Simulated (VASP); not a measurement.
Write the native input for VASP 6.6.1 that does the following.

```yaml
Task: G0W0 quasiparticle levels
Functional: PBE
Potentials_or_basis: VASP PAW PBE potentials, release 64 (Te_GW, Mg_GW)
Cutoff: 450 eV
k_mesh: 4 × 4 × 4
Occupations: gaussian, width 0.01 eV
Spin: no spin polarisation
GW_scheme: G0W0
GW_iterations: 1
Cutoff_of_the_response_function: 130
Frequency_points: 50
Empty_bands: 227
Further_INCAR_settings: ALGO = EVGW0; EDIFF = 1e-08; NBANDS = 231
```

MgTe:

```
CELL_PARAMETERS angstrom
0.00000 3.23200 3.23200
3.23200 0.00000 3.23200
3.23200 3.23200 0.00000
ATOMIC_POSITIONS crystal
Te 0.25000 0.25000 0.25000
Mg 0.00000 0.00000 0.00000
```

The cell comes from a database or a generator and needn't be the stable form of this composition.

One way to write it, as run:

POSCAR

```
MgTe
1.0
    0.0000000000      3.2319988239      3.2319988239
    3.2319988239      0.0000000000      3.2319988239
    3.2319988239      3.2319988239      0.0000000000
Te Mg
1 1
Direct
    0.2500000000      0.2500000000      0.2500000000
    0.0000000000      0.0000000000      0.0000000000
```

INCAR.step1

```
SYSTEM = MgTe
PREC = Accurate
ENCUT = 450
EDIFF = 1E-8
ISMEAR = 0
SIGMA = 0.01
LREAL = .FALSE.
LASPH = .TRUE.
NELM = 100
ALGO = Fast
LWAVE = .TRUE.
LCHARG = .FALSE.
GGA = PE
```

INCAR.step2

```
SYSTEM = MgTe
PREC = Accurate
ENCUT = 450
EDIFF = 1E-8
ISMEAR = 0
SIGMA = 0.01
LREAL = .FALSE.
LASPH = .TRUE.
NELM = 1
ALGO = Exact
LWAVE = .TRUE.
LCHARG = .FALSE.
GGA = PE
NBANDS = 231
LOPTICS = .TRUE.
ISTART = 1
```

INCAR.step3

```
SYSTEM = MgTe
PREC = Accurate
ENCUT = 450
EDIFF = 1E-8
ISMEAR = 0
SIGMA = 0.01
LREAL = .FALSE.
LASPH = .TRUE.
ALGO = EVGW0
LWAVE = .FALSE.
LCHARG = .FALSE.
GGA = PE
NELMGW = 1
NBANDS = 231
ENCUTGW = 130
NOMEGA = 50
PRECFOCK = Fast
ISTART = 1
NBANDSGW = 12
```

KPOINTS

```
regular mesh
0
G
  4 4 4
  0 0 0
```

Potentials or basis: VASP PAW PBE potentials, release 64 (Te_GW, Mg_GW).

Command:

```console
$ cat potpaw_PBE.64/Te_GW/POTCAR potpaw_PBE.64/Mg_GW/POTCAR > POTCAR
$ cp INCAR.step1 INCAR
$ mpirun -np 1 vasp_std > vasp.out
$ cp INCAR.step2 INCAR
$ mpirun -np 1 vasp_std > vasp.out
$ cp INCAR.step3 INCAR
$ mpirun -np 1 vasp_std > vasp.out
```

It gave:

```yaml
Band_gap_on_the_k_mesh_mean-field_level: 2.40 eV, direct
Quasiparticle_gap: 3.72 eV
Least_direct_quasiparticle_gap: 3.72 eV
```

Caveat: the k mesh is coarse (spacing up to 0.42 Å⁻¹), so the values aren't converged; bands, screening cutoff and mesh are small and nothing is extrapolated, so the quasiparticle values aren't converged; spin-orbit coupling is left out, which moves the levels of the heavy elements.

Wall time 2.2 min on 1 thread of Intel(R) Xeon(R) 6975P-C (Granite Rapids), on a shared host, peak memory 0.64 GiB.
